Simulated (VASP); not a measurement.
# Zn (P6_3/mmc) in VASP: further runs

One crystal, Zn, is run at these levels: PBEsol, PBE; tasks: equation of state.

Everything below comes from runs of VASP 6.6.1. Logs are shortened: lines on timing, memory, paths and dates and some standing lists are left out, and cuts for length are marked.

### 1 Starting point

It takes space group P6_3/mmc (No. 194, hexagonal). Conventional cell: a = 2.670 Å, b = 2.670 Å, c = 4.966 Å, α = 90.00°, β = 90.00°, γ = 120.00°. Around Zn (site symmetry -6m2) lie 12 Zn at 2.67 to 2.92 Å.

### 2 Equation of state, PBEsol, 14.41 Å³/atom (volume scaled by 0.94)

Input file INCAR:

```
SYSTEM = Zn
PREC = Accurate
ENCUT = 520
EDIFF = 1E-7
ISMEAR = -1
SIGMA = 0.05
LREAL = .False.
LASPH = .True.
NELM = 100
ALGO = Normal
ISIF = 2
LWAVE = .False.
LCHARG = .False.
GGA = PS
NBANDS = 19
```

Input file KPOINTS:

```
Automatic mesh
0
Gamma
  11 11 6
  0 0 0
```

Input file POSCAR:

```
Zn
1.0
    2.6154949103      0.0000000000      0.0000000000
   -1.3077474551      2.2650850358      0.0000000000
    0.0000000000      0.0000000000      4.8646246159
Zn
2
Direct
    0.6666666667      0.3333333333      0.7500000000
    0.3333333333      0.6666666667      0.2500000000
```

Potentials or basis: VASP PAW PBE potentials, release 64 (Zn).

Command:

```console
> cat potpaw_PBE.64/Zn/POTCAR > POTCAR
> mpirun -np 1 vasp_std > vasp.out
```

OUTCAR:

```text
SYSTEM = Zn
   PREC = Accurate
   ENCUT = 520
   EDIFF = 1E-7
   ISMEAR = -1
   LREAL = .False.
   LASPH = .True.
   NELM = 100
   ISIF = 2
   GGA = PS

 Found     64 irreducible k-points:

 Following reciprocal coordinates:
            Coordinates               Weight
  0.000000  0.000000  0.000000      1.000000
  0.090909  0.000000  0.000000      6.000000
  0.181818  0.000000  0.000000      6.000000
  0.272727  0.000000  0.000000      6.000000
  0.363636  0.000000  0.000000      6.000000
  0.454545  0.000000  0.000000      6.000000
   k-points           NKPTS =     64   k-points in BZ     NKDIM =     64   number of bands    NBANDS=     19
   number of dos      NEDOS =    301   number of ions     NIONS =      2
   total plane-waves  NPLWV =  14400
   dimension x,y,z NGX =    20 NGY =   20 NGZ =   36
   dimension x,y,z NGXF=    40 NGYF=   40 NGZF=   72
   ions per type =               2
   NGX,Y,Z   is equivalent  to a cutoff of  12.71, 12.71, 12.30 a.u.
   NGXF,Y,Z  is equivalent  to a cutoff of  25.42, 25.42, 24.61 a.u.
 SYSTEM =  Zn
   PREC   = accura    normal or accurate (medium, high low for compatibility)
   ISTART =      0    job   : 0-new  1-cont  2-samecut
   ICHARG =      2    charge: 1-file 2-atom 10-const
   ISPIN  =      1    spin polarized calculation?
   LNONCOLLINEAR =      F non collinear calculations
   LSORBIT =      F    spin-orbit coupling
   LASPH  =      T    aspherical Exc in radial PAW
   ENCUT  =  520.0 eV  38.22 Ry    6.18 a.u.   4.86  4.86  9.04*2*pi/ulx,y,z
   NELM   =    100;   NELMIN=  2; NELMDL= -5     # of ELM steps
   EDIFF  = 0.1E-06   stopping-criterion for ELM
   LREAL  =      F    real-space projection
   EDIFFG = 0.1E-05   stopping-criterion for IOM
   NSW    =      0    number of steps for IOM
   IBRION =     -1    ionic relax: 0-MD 1-quasi-New 2-CG
   NFREE  =      0    steps in history (QN), initial steepest desc. (CG)
   ISIF   =      2    stress and relaxation
   ISYM   =      2    0-nonsym 1-usesym 2-fastsym
   POTIM  = 0.5000    time-step for ionic-motion
   TEBEG  =    0.0;   TEEND  =   0.0 temperature during run
   PSTRESS=    0.0 pullay stress
   NELECT =      24.0000    total number of electrons
   NUPDOWN=      -1.0000    fix difference up-down
   EMIN   =  10.00;   EMAX   =-10.00  energy-range for DOS
   EFERMI =   0.00;   METHOD = LEGACY
   ISMEAR =    -1;   SIGMA  =   0.05  broadening in eV -4-tet -1-fermi 0-gaus
   EFERMI_NEDOS =   21; number of points for ismear=-14 and -15
   IALGO  =     38    algorithm
   IMIX   =      4    mixing-type and parameters
     AMIX     =   0.40;   BMIX     =  1.00
     AMIX_MAG =   1.60;   BMIX_MAG =  1.00
  volume/ion in A,a.u.               =      14.41        97.24
  Fermi-wavevector in a.u.,A,eV,Ry     =   1.540220  2.910593 32.276784  2.372277
  Thomas-Fermi vector in A             =   2.646337
   LORBIT       =      0    0 simple, 1 ext, 2 COOP (PROOUT), +10 PAW based schemes
   GGA     = PS    functional components
   LHFCALC =     F    Hartree Fock is set to
   AEXX    =    0.0000 exact exchange contribution
   IVDW    =     0    specifies the selected vdW correction
   LEPSILON=     F    determine dielectric tensor
   LRPA    =     F    only Hartree local field effects (RPA)
 non-spin polarized calculation
  energy-cutoff  :      520.00
  volume of cell :       28.82
 maximum number of plane-waves:       789
 NGX is ok and might be reduce to    20
   NGX =  9   NGY =  9   NGZ = 19

 number of electron      24.0000035 magnetization

 Free energy of the ion-electron system (eV)
  ---------------------------------------------------
  ext. energy  EPLUGINS =         0.00000000
  ---------------------------------------------------
  free energy    TOTEN  =        -3.15540701 eV

  energy without entropy =       -3.15074375  energy(sigma->0) =       -3.15307538

 E-fermi :   3.1783     XC(G=0): -11.9862

 val. band max:        3.1436067896   @ k =   0.3636   0.2727   0.3333
 cond. band min:       3.1837719303   @ k =   0.3636   0.2727   0.3333
 fundamental gap:      0.0401651407
 Fermi energy:         3.1782810373

 k-point     1 :       0.0000    0.0000    0.0000
  band No.  band energies     occupation
      1      -7.5237      2.00000
      2      -5.5165      2.00000
      3      -4.7229      2.00000
      4      -4.4607      2.00000
      5      -4.4607      2.00000
      6      -4.4050      2.00000
      7      -4.4050      2.00000
      8      -4.0403      2.00000
      9      -4.0403      2.00000
     10      -3.8112      2.00000
     11      -3.8112      2.00000
     12      -0.6073      2.00000
     13       0.3176      2.00000
     14      17.3655      0.00000
     15      21.0872      0.00000
     16      21.4917      0.00000
     17      21.4917      0.00000
     18      23.0677      0.00000
     19      23.1412      0.00000

 k-point     2 :       0.0909    0.0000    0.0000
  band No.  band energies     occupation
      1      -7.2698      2.00000
      2      -5.4017      2.00000
      3      -4.6967      2.00000
      4      -4.4860      2.00000
      5      -4.4321      2.00000
      6      -4.3976      2.00000
      7      -4.3451      2.00000
      8      -4.1044      2.00000
      9      -4.0649      2.00000
     10      -3.9610      2.00000
     11      -3.8084      2.00000
     12      -0.1882      2.00000
     13       0.4453      2.00000
     14      17.6444      0.00000
     15      17.8888      0.00000
     16      19.6316      0.00000
     17      20.8981      0.00000
     18      21.7012      0.00000
     19      23.8918      0.00000

 k-point     3 :       0.1818    0.0000    0.0000
  band No.  band energies     occupation
      1      -6.5410      2.00000
      2      -5.1507      2.00000
      3      -4.6618      2.00000
      4      -4.5384      2.00000
      5      -4.4003      2.00000
      6      -4.3783      2.00000
      7      -4.2246      2.00000
      8      -4.1813      2.00000
      9      -4.1375      2.00000
     10      -4.1257      2.00000
     11      -3.8064      2.00000
     12       0.8764      2.00000
     13       0.8886      2.00000
     14      13.4719      0.00000
     15      17.4912      0.00000
     16      18.2724      0.00000
     17      19.1662      0.00000
     18      20.0020      0.00000
     19      20.4734      0.00000

 k-point     4 :       0.2727    0.0000    0.0000
  band No.  band energies     occupation
      1      -5.5896      2.00000
      2      -5.0692      2.00000
      3      -4.6870      2.00000
      4      -4.5632      2.00000
      5      -4.4606      2.00000
      6      -4.2789      2.00000
      7      -4.1980      2.00000
      8      -4.0592      2.00000
      9      -3.9890      2.00000
     10      -3.9593      2.00000
     11      -3.8106      2.00000
     12       1.7301      2.00000
     13       2.4110      2.00000
     14       9.3937      0.00000
     15      15.2697      0.00000
     16      15.7590      0.00000
     17      16.0032      0.00000
     18      19.1070      0.00000
     19      20.2657      0.00000

 k-point     5 :       0.3636    0.0000    0.0000
  band No.  band energies     occupation
      1      -5.2470      2.00000
      2      -5.1474      2.00000
      3      -4.9027      2.00000
      4      -4.4136      2.00000
      5      -4.4018      2.00000
      6      -4.2603      2.00000
      7      -4.1453      2.00000
      8      -3.8185      2.00000
      9      -3.7646      2.00000
     10      -3.7449      2.00000
     11      -2.7942      2.00000
     12       3.0245      1.91168
     13       4.2836      0.00000
     14       5.8506      0.00000
     15      11.6267      0.00000
     16      12.6455      0.00000
     17      14.5357      0.00000
     18      18.5017      0.00000
     19      20.1723      0.00000

 k-point     6 :       0.4545    0.0000    0.0000
  band No.  band energies     occupation
      1      -5.2772      2.00000
      2      -5.1916      2.00000
      3      -5.0093      2.00000
      4      -4.4740      2.00000
      5      -4.3134      2.00000
      6      -4.2959      2.00000
      7      -3.9837      2.00000
      8      -3.8245      2.00000
      9      -3.6302      2.00000
     10      -3.6093      2.00000
     11      -0.6337      2.00000
     12       2.1624      2.00000
     13       5.4558      0.00000
     14       6.3336      0.00000
     15       8.5510      0.00000
     16       9.8316      0.00000
     17      13.8988      0.00000
     18      18.2017      0.00000
     19      19.4985      0.00000

 [... further k-points ...]

------------------------ aborting loop because EDIFF is reached ----------------------------------------

  FORCE on cell =-STRESS in cart. coord.  units (eV):
  Direction    XX          YY          ZZ          XY          YZ          ZX
  --------------------------------------------------------------------------------------
  -------------------------------------------------------------------------------------
  Total        0.0214028      0.0214028     -0.4006688      0.0000000      0.0000000      0.0000000
  in kB        1.1898508      1.1898508    -22.2745196      0.0000000      0.0000000      0.0000000
  external PRESSURE =      -6.6316060 kB  Pullay stress =       0.0000000 kB

 VOLUME and BASIS-vectors are now :
 -----------------------------------------------------------------------------
  energy-cutoff  :      520.00
  volume of cell :       28.82
      direct lattice vectors                 reciprocal lattice vectors
     2.615494910  0.000000000  0.000000000     0.382336817  0.220742264  0.000000000
    -1.307747455  2.265085036  0.000000000     0.000000000  0.441484529  0.000000000
     0.000000000  0.000000000  4.864624616     0.000000000  0.000000000  0.205565707

 POSITION                                       TOTAL-FORCE (eV/Angst)
 -----------------------------------------------------------------------------------
      1.30775      0.75503      3.64847         0.000000     -0.000000      0.000000
     -0.00000      1.51006      1.21616        -0.000000      0.000000      0.000000
 -----------------------------------------------------------------------------------
    total drift:                               -0.000000      0.000000     -0.000000

  FREE ENERGIE OF THE ION-ELECTRON SYSTEM (eV)
  ---------------------------------------------------
  free  energy   TOTEN  =        -3.1554070114 eV

  energy  without entropy=       -3.1507437501  energy(sigma->0) =       -3.15307538
```

It took 41 s on 1 thread of Intel Xeon Platinum 8375C at 2.90GHz (Ice Lake), shared host; peak memory 0.15 GiB.

Results:

```yaml
Free_energy: -3.1554 eV
Pressure: -0.7 GPa
Band_gap_on_the_k_mesh: none (metal or under the smearing width)
```

Caveat: the PAW data sets were made with another functional, which shifts forces and pressure a little.

### 3 Equation of state, PBEsol, 14.72 Å³/atom (volume scaled by 0.96)

INCAR is that of step 2.

KPOINTS is that of step 2.

Input file POSCAR:

```
Zn
1.0
    2.6339144954      0.0000000000      0.0000000000
   -1.3169572477      2.2810368644      0.0000000000
    0.0000000000      0.0000000000      4.8988836645
Zn
2
Direct
    0.6666666667      0.3333333333      0.7500000000
    0.3333333333      0.6666666667      0.2500000000
```

Potentials or basis: VASP PAW PBE potentials, release 64 (Zn).

Command:

```console
> cat potpaw_PBE.64/Zn/POTCAR > POTCAR
> mpirun -np 1 vasp_std > vasp.out
```

It took 44 s on 1 thread of Intel Xeon Platinum 8375C at 2.90GHz (Ice Lake), shared host; peak memory 0.15 GiB.

It converged, with:

```yaml
Free_energy: -3.1494 eV
Pressure: -2.4 GPa
Band_gap_on_the_k_mesh: none (metal or under the smearing width)
```

Caveat: the PAW data sets were made with another functional, which shifts forces and pressure a little.

(Continued in part 2 of 2.)
